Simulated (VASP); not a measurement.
# SiO2 (P4_12_12) in VASP: notebook

The runs below take SiO2 through relaxation of cell and atoms, with PBE.

Everything below comes from runs of VASP 6.6.1. Logs are shortened: lines on timing, memory, paths and dates and some standing lists are left out, and cuts for length are marked.

## (1) The crystal as given

The structure is tetragonal, space group P4_12_12 (No. 92). The conventional cell has a = 4.993 Å, b = 4.993 Å, c = 6.934 Å, α = 90.00°, β = 90.00°, γ = 90.00°. Si (site symmetry 2) has 4 O at 1.61 Å as nearest neighbours. O (site symmetry 1) has 2 Si at 1.61 Å as nearest neighbours.

The cell is a database's computed one.

## (2) Relaxation of cell and atoms, PBE

INCAR

```
PREC     = Accurate       # precision mode
ENCUT    = 600            # plane-wave cutoff, eV
EDIFF    = 1E-6           # SCF threshold, eV
ISMEAR   = 0              # smearing method
SIGMA    = 0.02           # smearing width, eV
LREAL    = F              # projectors in reciprocal space
LASPH    = T              # aspherical terms in the spheres
NELM     = 120            # most SCF steps
ALGO     = Normal         # electronic algorithm
ISIF     = 3              # what is computed and relaxed
LWAVE    = F              # write WAVECAR
LCHARG   = F              # write CHGCAR
GGA      = PE             # functional
IBRION   = 2              # ionic algorithm
NSW      = 80             # ionic steps
EDIFFG   = -0.005         # ionic threshold
KPAR     = 8
```

KPOINTS

```
regular mesh
0
Gamma
  6 6 5
```

POSCAR

```
SiO2
1.0
    4.9926472000      0.0000000000      0.0000000000
    0.0000000000      4.9926472000      0.0000000000
    0.0000000000      0.0000000000      6.9339264000
Si O
4 8
Direct
    0.6986584000      0.6986584000      0.5000000000
    0.8013416000      0.1986584000      0.7500000000
    0.1986584000      0.8013416000      0.2500000000
    0.3013416000      0.3013416000      0.0000000000
    0.8935685900      0.7613864500      0.3201084900
    0.1064314100      0.2386135500      0.8201084900
    0.7613864500      0.8935685900      0.6798915100
    0.2613864500      0.6064314100      0.0701084900
    0.2386135500      0.1064314100      0.1798915100
    0.3935685900      0.7386135500      0.4298915100
    0.6064314100      0.2613864500      0.9298915100
    0.7386135500      0.3935685900      0.5701084900
```

Potentials or basis: VASP PAW PBE potentials, release 64 (Si, O).

Started as:

```console
> cat potpaw_PBE.64/Si/POTCAR potpaw_PBE.64/O/POTCAR > POTCAR
> mpirun -np 8 vasp_std > vasp.out
```

OUTCAR:

```text
PREC = Accurate
   ENCUT = 600
   EDIFF = 1E-6
   ISMEAR = 0
   LREAL = F
   LASPH = T
   NELM = 120
   ISIF = 3
   GGA = PE
   IBRION = 2
   NSW = 80
   EDIFFG = -0.005

 ion  position               nearest neighbor table
   1  0.699  0.699  0.500-  10 1.61  12 1.61   5 1.61   7 1.61   2 3.08   3 3.08   2 3.08   3 3.08

   2  0.801  0.199  0.750-   6 1.61   7 1.61  11 1.61  12 1.61   1 3.08   4 3.08   1 3.08   4 3.08

   3  0.199  0.801  0.250-   5 1.61   9 1.61   8 1.61  10 1.61   1 3.08   4 3.08   4 3.08   1 3.08

   4  0.301  0.301  0.000-   8 1.61  11 1.61   9 1.61   6 1.61   2 3.08   3 3.08   3 3.08   2 3.08

   5  0.894  0.761  0.320-   3 1.61   1 1.61
   6  0.106  0.239  0.820-   2 1.61   4 1.61
   7  0.761  0.894  0.680-   2 1.61   1 1.61
   8  0.261  0.606  0.070-   4 1.61   3 1.61
   9  0.239  0.106  0.180-   3 1.61   4 1.61
  10  0.394  0.739  0.430-   1 1.61   3 1.61
  11  0.606  0.261  0.930-   4 1.61   2 1.61
  12  0.739  0.394  0.570-   1 1.61   2 1.61

  LATTYP: Found a simple tetragonal cell.
 ALAT       =     4.9926472000
 C/A-ratio  =     1.3888276344

  Lattice vectors:

 A1 = (   4.9926472000,   0.0000000000,   0.0000000000)
 A2 = (   0.0000000000,   4.9926472000,   0.0000000000)
 A3 = (   0.0000000000,   0.0000000000,   6.9339264000)

Analysis of symmetry for initial positions (statically):
=====================================================================
 Subroutine PRICEL returns:
 Original cell was already a primitive cell.

 Routine SETGRP: Setting up the symmetry group for a
 simple tetragonal supercell.

 Subroutine GETGRP returns: Found  8 space group operations
 (whereof  2 operations were pure point group operations)
 out of a pool of 16 trial point group operations.

The static configuration has the point symmetry C_2 .
 The point group associated with its full space group is D_4 .

Analysis of symmetry for dynamics (positions and initial velocities):
=====================================================================
 Subroutine PRICEL returns:
 Original cell was already a primitive cell.

 Routine SETGRP: Setting up the symmetry group for a
 simple tetragonal supercell.

 Subroutine GETGRP returns: Found  8 space group operations
 (whereof  2 operations were pure point group operations)
 out of a pool of 16 trial point group operations.

The dynamic configuration has the point symmetry C_2 .
 The point group associated with its full space group is D_4 .

 Subroutine INISYM returns: Found  8 space group operations
 (whereof  2 operations are pure point group operations),
 and found     1 'primitive' translations

----------------------------------------------------------------------------------------

                                     Primitive cell

  volume of cell :     172.8387

[... 132 lines left out ...]
   LORBIT       =      0    0 simple, 1 ext, 2 COOP (PROOUT), +10 PAW based schemes
   GGA     = PE    functional components
   LHFCALC =     F    Hartree Fock is set to
   AEXX    =    0.0000 exact exchange contribution
   IVDW    =     0    specifies the selected vdW correction
   LEPSILON=     F    determine dielectric tensor
   LRPA    =     F    only Hartree local field effects (RPA)
 conjugate gradient relaxation of ions
 non-spin polarized calculation
 Gauss-broadening in eV      SIGMA  =   0.02
  energy-cutoff  :      600.00
  volume of cell :      172.84
 maximum number of plane-waves:      5802
 NGX is ok and might be reduce to    40
   NGX = 19   NGY = 19   NGZ = 27

--------------------------------------- Ionic step        1  -------------------------------------------

 number of electron      63.9999984 magnetization

 Free energy of the ion-electron system (eV)
  ---------------------------------------------------
  ext. energy  EPLUGINS =         0.00000000
  ---------------------------------------------------
  free energy    TOTEN  =       -94.88522478 eV

  energy without entropy =      -94.88522478  energy(sigma->0) =      -94.88522478

------------------------ aborting loop because EDIFF is reached ----------------------------------------

  FORCE on cell =-STRESS in cart. coord.  units (eV):
  Direction    XX          YY          ZZ          XY          YZ          ZX
  --------------------------------------------------------------------------------------
  -------------------------------------------------------------------------------------
  Total        4.8410861      4.8410861      5.0868047      0.0000000      0.0000000      0.0000000
  in kB       44.8758213     44.8758213     47.1535791      0.0000000      0.0000000      0.0000000
  external PRESSURE =      45.6350739 kB  Pullay stress =       0.0000000 kB
[... 119 lines left out ...]
  FREE ENERGIE OF THE ION-ELECTRON SYSTEM (eV)
  ---------------------------------------------------
  free  energy   TOTEN  =       -94.9506744194 eV

  energy  without entropy=      -94.9506744194  energy(sigma->0) =      -94.95067442

 E-fermi :   0.0020     XC(G=0):  -8.2655

 val. band max:       -0.1178477883   @ k =   0.0000   0.0000   0.0000
 cond. band min:       5.4268223044   @ k =   0.0000   0.0000   0.0000
 fundamental gap:      5.5446700927
 Fermi energy:         0.0020081517

 k-point     1 :       0.0000    0.0000    0.0000
  band No.  band energies     occupation
      1     -19.4377      2.00000
      2     -18.5691      2.00000
      3     -18.5691      2.00000
      4     -17.4497      2.00000
      5     -17.4039      2.00000
      6     -17.4039      2.00000
[... 997 lines left out ...]
     38       9.1356      0.00000
     39       9.8334      0.00000

 [... further k-points ...]

[... ionic steps 4 to 31 ...]

--------------------------------------- Ionic step       32  -------------------------------------------

 number of electron      63.9999984 magnetization

------------------------ aborting loop because EDIFF is reached ----------------------------------------
[... 87 lines left out ...]
--------------------------------------- Ionic step       34  -------------------------------------------

 number of electron      63.9999984 magnetization

 Free energy of the ion-electron system (eV)
  ---------------------------------------------------
  ext. energy  EPLUGINS =         0.00000000
  ---------------------------------------------------
  free energy    TOTEN  =       -94.96038710 eV

  energy without entropy =      -94.96038710  energy(sigma->0) =      -94.96038710

 E-fermi :  -0.1807     XC(G=0):  -8.1286

 val. band max:       -0.2661664772   @ k =   0.0000   0.0000   0.0000
 cond. band min:       5.2561297637   @ k =   0.0000   0.0000   0.0000
 fundamental gap:      5.5222962409
 Fermi energy:        -0.1807062219

 k-point     1 :       0.0000    0.0000    0.0000
  band No.  band energies     occupation
      1     -19.5867      2.00000
      2     -18.7245      2.00000
      3     -18.7245      2.00000
      4     -17.6015      2.00000
      5     -17.5708      2.00000
      6     -17.5685      2.00000
[... 1038 lines left out ...]
  FREE ENERGIE OF THE ION-ELECTRON SYSTEM (eV)
  ---------------------------------------------------
  free  energy   TOTEN  =       -94.9603871028 eV

  energy  without entropy=      -94.9603871028  energy(sigma->0) =      -94.96038710

 reached required accuracy - stopping structural energy minimisation
```

Wall time 6.2 min (8 MPI ranks of AMD EPYC 9R45 (Zen 5), shared host); peak memory 0.42 GiB.

Results:

```
Free energy                            : -94.9604 eV
Relaxed volume                         : 15.21 Å³/atom
Relaxed cell                           : a = 5.075 Å, b = 5.075 Å, c = 7.086 Å, α = 90.00°, β = 90.00°, γ = 90.00°
Space group after relaxing (to 0.05 Å) : P4_12_12 (No. 92)
Energy gained by relaxing              : 6.3 meV/atom
Ionic steps                            : 34
Pressure after relaxing                : 0.0 GPa
Band gap on the k mesh                 : 5.52 eV, direct
```

Forces in eV/Å, atoms in the order of the input:
```
Si   0.000  0.000  0.000
Si   0.000  0.000  0.000
Si   0.000  0.000  0.000
Si   0.000  0.000  0.000
O    0.002  0.001 -0.001
O   -0.002 -0.001 -0.001
O    0.001  0.002  0.001
O    0.001 -0.002 -0.001
O   -0.001 -0.002  0.001
O    0.002 -0.001  0.001
O   -0.002  0.001  0.001
O   -0.001  0.002 -0.001
```

Step by step:
```tsv
step	energy change (eV)	largest force (eV/Å)	pressure (GPa)	volume (Å³)
1	0.0000	0.2794	4.56	172.84
2	0.0603	0.4109	-5.61	183.31
3	-0.0654	0.0398	-0.01	177.12
4	-0.0654	0.0397	0.08	177.03
5	-0.0657	0.0431	0.08	177.11
6	-0.0657	0.0553	0.08	177.13
7	-0.0659	0.0530	0.07	177.16
8	-0.0662	0.0461	0.05	177.26
9	-0.0667	0.0365	0.00	177.44
10	-0.0674	0.0453	-0.08	177.81
11	-0.0670	0.1097	-0.27	178.56
12	-0.0676	0.0637	-0.15	178.06
13	-0.0678	0.0591	-0.11	178.12
14	-0.0684	0.0481	-0.02	178.30
15	-0.0691	0.0915	0.17	178.65
16	-0.0698	0.0674	0.18	178.90
17	-0.0714	0.0656	0.20	179.65
18	-0.0714	0.1790	0.22	181.15
19	-0.0719	0.1222	0.20	180.42
20	-0.0723	0.1154	0.20	180.58
21	-0.0732	0.0946	0.15	181.07
22	-0.0745	0.0543	0.01	182.04
23	-0.0745	0.0367	-0.17	183.99
24	-0.0749	0.0226	-0.06	182.93
25	-0.0749	0.0260	-0.03	182.80
26	-0.0749	0.0239	-0.04	182.88
27	-0.0749	0.0178	-0.02	182.79
28	-0.0750	0.0154	0.01	182.67
29	-0.0750	0.0159	0.02	182.65
30	-0.0750	0.0141	0.02	182.64
31	-0.0751	0.0093	0.02	182.60
32	-0.0751	0.0134	0.01	182.54
33	-0.0752	0.0135	0.00	182.53
34	-0.0752	0.0028	0.00	182.53
```

Final structure:
```yaml
crystal:
  lattice:
    - [5.07523, 0.00000, 0.00000]
    - [0.00000, 5.07523, 0.00000]
    - [0.00000, 0.00000, 7.08644]
  atoms:
    - { symbol: Si, position: [0.70486, 0.70486, 0.50000] }
    - { symbol: Si, position: [0.79514, 0.20486, 0.75000] }
    - { symbol: Si, position: [0.20486, 0.79514, 0.25000] }
    - { symbol: Si, position: [0.29514, 0.29514, 0.00000] }
    - { symbol: O, position: [0.90442, 0.75918, 0.32494] }
    - { symbol: O, position: [0.09557, 0.24082, 0.82494] }
    - { symbol: O, position: [0.75918, 0.90442, 0.67506] }
    - { symbol: O, position: [0.25918, 0.59558, 0.07494] }
    - { symbol: O, position: [0.24082, 0.09557, 0.17506] }
    - { symbol: O, position: [0.40442, 0.74082, 0.42506] }
    - { symbol: O, position: [0.59558, 0.25918, 0.92506] }
    - { symbol: O, position: [0.74082, 0.40442, 0.57494] }
```

Caveat: an odd mesh through Γ misses points on the zone boundary, where band edges often lie.

## (3) Relaxation of cell and atoms, PBE

This run uses another cell than the first one, of 15.21 Å³/atom, 1.056 times its volume.

INCAR is that of step 2.

KPOINTS is that of step 2.

POSCAR

```
SiO2                                    
1.0
    5.0752275422      0.0000000000      0.0000000000
   -0.0000000000      5.0752275422     -0.0000000000
   -0.0000000000     -0.0000000000      7.0864443874
  Si              O             
     4     8
Direct
     0.7048596244104890    0.7048596244104890    0.5000000000000000
     0.7951403755895110    0.2048596244104890    0.7500000000000000
     0.2048596244104890    0.7951403755895110    0.2500000000000000
     0.2951403755895108    0.2951403755895108    0.0000000000000000
     0.9044248983451068    0.7591799786295721    0.3249443887562646
     0.0955751016548933    0.2408200213704283    0.8249443887562645
     0.7591799786295721    0.9044248983451068    0.6750556112437355
     0.2591799786295719    0.5955751016548932    0.0749443887562645
     0.2408200213704283    0.0955751016548933    0.1750556112437355
     0.4044248983451069    0.7408200213704279    0.4250556112437354
     0.5955751016548932    0.2591799786295719    0.9250556112437355
     0.7408200213704279    0.4044248983451069    0.5749443887562645
```

Potentials or basis: VASP PAW PBE potentials, release 64 (Si, O).

Started as:

```console
> cat potpaw_PBE.64/Si/POTCAR potpaw_PBE.64/O/POTCAR > POTCAR
> mpirun -np 8 vasp_std > vasp.out
```

OUTCAR:

```text
PREC = Accurate
   ENCUT = 600
   EDIFF = 1E-6
   ISMEAR = 0
   LREAL = F
   LASPH = T
   NELM = 120
   ISIF = 3
   GGA = PE
   IBRION = 2
   NSW = 80
   EDIFFG = -0.005

 ion  position               nearest neighbor table
   1  0.705  0.705  0.500-  10 1.62  12 1.62   5 1.63   7 1.63   2 3.13   3 3.13   2 3.13   3 3.13

   2  0.795  0.205  0.750-   6 1.62   7 1.62  11 1.63  12 1.63   1 3.13   4 3.13   1 3.13   4 3.13

   3  0.205  0.795  0.250-   5 1.62   9 1.62   8 1.63  10 1.63   1 3.13   4 3.13   4 3.13   1 3.13

   4  0.295  0.295  0.000-   8 1.62  11 1.62   9 1.63   6 1.63   2 3.13   3 3.13   3 3.13   2 3.13

   5  0.904  0.759  0.325-   3 1.62   1 1.63
   6  0.096  0.241  0.825-   2 1.62   4 1.63
   7  0.759  0.904  0.675-   2 1.62   1 1.63
   8  0.259  0.596  0.075-   4 1.62   3 1.63
   9  0.241  0.096  0.175-   3 1.62   4 1.63
  10  0.404  0.741  0.425-   1 1.62   3 1.63
  11  0.596  0.259  0.925-   4 1.62   2 1.63
  12  0.741  0.404  0.575-   1 1.62   2 1.63

  LATTYP: Found a simple tetragonal cell.
 ALAT       =     5.0752275422
 C/A-ratio  =     1.3962811181

  Lattice vectors:

 A1 = (   5.0752275422,   0.0000000000,   0.0000000000)
 A2 = (   0.0000000000,   5.0752275422,   0.0000000000)
[... 208 lines left out ...]
  -------------------------------------------------------------------------------------
  Total       -0.0632198     -0.0632198     -0.0915993      0.0000000      0.0000000      0.0000000
  in kB       -0.5549125     -0.5549125     -0.8040137      0.0000000      0.0000000      0.0000000
  external PRESSURE =      -0.6379463 kB  Pullay stress =       0.0000000 kB
[... 79 lines left out ...]
--------------------------------------- Ionic step        3  -------------------------------------------

 number of electron      64.0000013 magnetization

 Free energy of the ion-electron system (eV)
  ---------------------------------------------------
  ext. energy  EPLUGINS =         0.00000000
  ---------------------------------------------------
  free energy    TOTEN  =       -94.98120360 eV

  energy without entropy =      -94.98120360  energy(sigma->0) =      -94.98120360

 E-fermi :  -0.1776     XC(G=0):  -8.1301

 val. band max:       -0.2644431173   @ k =   0.0000   0.0000   0.0000
 cond. band min:       5.2609030048   @ k =   0.0000   0.0000   0.0000
 fundamental gap:      5.5253461221
 Fermi energy:        -0.1775838638

 k-point     1 :       0.0000    0.0000    0.0000
  band No.  band energies     occupation
      1     -19.5867      2.00000
      2     -18.7242      2.00000
      3     -18.7242      2.00000
      4     -17.6004      2.00000
      5     -17.5698      2.00000
      6     -17.5676      2.00000
[... 997 lines left out ...]
     38       8.8839      0.00000
     39       9.7088      0.00000

 [... further k-points ...]

------------------------ aborting loop because EDIFF is reached ----------------------------------------

  FORCE on cell =-STRESS in cart. coord.  units (eV):
  Direction    XX          YY          ZZ          XY          YZ          ZX
  --------------------------------------------------------------------------------------
  -------------------------------------------------------------------------------------
  Total        0.0191515      0.0191515     -0.0155115      0.0000000      0.0000000     -0.0000000
  in kB        0.1681694      0.1681694     -0.1362063      0.0000000      0.0000000     -0.0000000
  external PRESSURE =       0.0667108 kB  Pullay stress =       0.0000000 kB
[... 27 lines left out ...]
  FREE ENERGIE OF THE ION-ELECTRON SYSTEM (eV)
  ---------------------------------------------------
  free  energy   TOTEN  =       -94.9812035992 eV

  energy  without entropy=      -94.9812035992  energy(sigma->0) =      -94.98120360

 reached required accuracy - stopping structural energy minimisation
```

OSZICAR:

```text
N       E                     dE             d eps       ncg     rms          rms(c)
DAV:   1     0.488525019442E+03    0.48853E+03   -0.35637E+04  2340   0.166E+03
DAV:   2    -0.678039712904E+02   -0.55633E+03   -0.54370E+03  3021   0.359E+02
DAV:   3    -0.107190173377E+03   -0.39386E+02   -0.39246E+02  2739   0.106E+02
[... 19 lines left out ...]
       N       E                     dE             d eps       ncg     rms          rms(c)
DAV:   1    -0.949812846589E+02   -0.10534E-03   -0.22520E-03  2676   0.304E-01    0.724E-02
DAV:   2    -0.949812060569E+02    0.78602E-04   -0.31914E-04  2718   0.953E-02    0.138E-02
DAV:   3    -0.949812044262E+02    0.16306E-05   -0.11814E-05  2777   0.164E-02    0.745E-03
DAV:   4    -0.949812035992E+02    0.82702E-06   -0.75594E-07  1765   0.501E-03
   3 F= -.94981204E+02 E0= -.94981204E+02  d E =-.173188E-04
```

Wall time 46 s (8 MPI ranks of AMD EPYC 9R45 (Zen 5), shared host); peak memory 0.43 GiB.

Results:

```yaml
Free_energy: -94.9812 eV
Relaxed_volume: 15.20 Å³/atom
Relaxed_cell: a = 5.075 Å, b = 5.075 Å, c = 7.085 Å, α = 90.00°, β = 90.00°, γ = 90.00°
Space_group_after_relaxing_to_0.05_Å: P4_12_12 (No. 92)
Energy_gained_by_relaxing: 0.0 meV/atom
Ionic_steps: 3
Pressure_after_relaxing: 0.0 GPa
Band_gap_on_the_k_mesh: 5.53 eV, direct
```

Final structure:
```xyz
12
Lattice="5.0746 0.0000 0.0000 0.0000 5.0746 0.0000 0.0000 0.0000 7.0853" Properties=species:S:1:pos:R:3 pbc="T T T"
Si    3.5769    3.5769    3.5426
Si    4.0351    1.0396    5.3139
Si    1.0396    4.0351    1.7713
Si    1.4977    1.4977    0.0000
O     4.5897    3.8526    2.3023
O     0.4849    1.2221    5.8449
O     3.8526    4.5897    4.7829
O     1.3152    3.0222    0.5310
O     1.2221    0.4849    1.2403
O     2.0524    3.7594    3.0116
O     3.0222    1.3152    6.5543
O     3.7594    2.0524    4.0736
```

Levels at points of the mesh, in eV from the valence-band top:
```tsv
k point	band 28	band 29	band 30	band 31	band 32	band 33	band 34	band 35	band 36	band 37
(0.00, 0.00, 0.00)	-1.15	-0.66	-0.25	-0.25	0.00	5.53	8.67	8.67	8.91	8.91
(0.50, 0.00, 0.00)	-1.01	-0.63	-0.63	-0.45	-0.45	7.50	7.50	9.12	9.12	9.45
(0.50, 0.50, 0.00)	-1.31	-0.59	-0.59	-0.55	-0.55	8.51	8.51	8.60	8.60	9.70
```

Caveat: an odd mesh through Γ misses points on the zone boundary, where band edges often lie.
